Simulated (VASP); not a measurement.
Write the native input for VASP 6.6.1 that does the following.

* Task: single point
* Functional: r2SCAN
* Potentials or basis: VASP PAW PBE potentials, release 64 (B, N)
* Cutoff: 520 eV
* k mesh: 12 × 12 × 4
* Occupations: gaussian, width 0.01 eV
* Spin: no spin polarisation
* Dipole correction: no
* Further INCAR settings: ALGO = Normal; EDIFF = 1e-06; NBANDS = 16

The structure of BN lies in POSCAR:

```
BN
1.0
    2.5009392508      0.0000000000      0.0000000000
   -1.2504696254      2.1658769245      0.0000000000
    0.0000000000      0.0000000000      6.8721475339
B N
2 2
Direct
    0.3333333333      0.6666666667      0.2500000000
    0.6666666667      0.3333333333      0.7500000000
    0.3333333333      0.6666666667      0.7500000000
    0.6666666667      0.3333333333      0.2500000000
```

The cell isn't the ideal one: cell-r2scan.

These files were run (other wordings do the same):

INCAR

```
SYSTEM = BN
ALGO = Normal ; EDIFF = 1E-6
ENCUT = 520 ; ISIF = 2
ISMEAR = 0 ; LASPH = .True.
LCHARG = .True. ; LELF = .True.
LMIXTAU = .True. ; LREAL = .False.
LVHAR = .True. ; LWAVE = .False.
METAGGA = R2SCAN ; NBANDS = 16
NELM = 100 ; PREC = Accurate
SIGMA = 0.01
```

KPOINTS

```
k-points
0
Gamma
  12 12 4
  0 0 0
```

Potentials or basis: VASP PAW PBE potentials, release 64 (B, N).

Command:

```sh
$ cat potpaw_PBE.64/B/POTCAR potpaw_PBE.64/N/POTCAR > POTCAR
$ mpirun -np 1 vasp_std > vasp.out
```

It gave:

The pressure is 0.4 GPa and the band gap on the k mesh is 4.93 eV, indirect (least direct gap 5.37 eV).

Caveat: the PAW data sets were made with another functional, which shifts forces and pressure a little.

It took 80 s on 1 thread of Intel(R) Xeon(R) 6975P-C (Granite Rapids) (shared host), peak memory 0.17 GiB.
